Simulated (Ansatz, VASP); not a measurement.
**One calculation of Ga, two programs**

```xyz
2
Lattice="1.4012 -4.0795 0.0000 1.4012 4.0795 0.0000 -0.1190 0.0000 3.3737" Properties=species:S:1:pos:R:3 pbc="T T T"
Ga    1.3120    3.0107    2.5303
Ga    1.3715   -3.0107    0.8434
```

Change from the starting cell: volume scaled by 1.04.

Alike in both runs: task single point; functional PBEsol; k mesh 10 × 10 × 8; occupations fermi-dirac, width 0.05 eV; no spin polarisation.

|  | VASP | Ansatz |
| --- | --- | --- |
| version | VASP 6.6.1 | Ansatz 0.2.0 |
| potentials or method | VASP PAW PBE potentials, release 64 (Ga_d) | Ansatz PAW |
| plane-wave cutoff (eV) | 520 | 420 |
| valence electrons in the cell | 26 | 26 |

```tsv
	VASP	Ansatz	Ansatz less VASP
gap on the k mesh at the Fermi level (eV)	none	none	-
pressure (GPa)	-3.7	-3.8	-0.05
largest component of the traceless stress (GPa)	0.71	0.70	-0.011
rms of the force components (eV/Å)	0.103	0.103	0.0000
```

Atom by atom the forces differ by 0.000 eV/Å (rms over components). A gap of «none» marks a metal or a gap that the smearing closes.

Caveats: the PAW data sets were made with another functional, which shifts forces and pressure a little (VASP); the PAW data sets come from PBE, with cores solved anew for the run's functional, which leaves a small shift of forces and pressure (Ansatz).
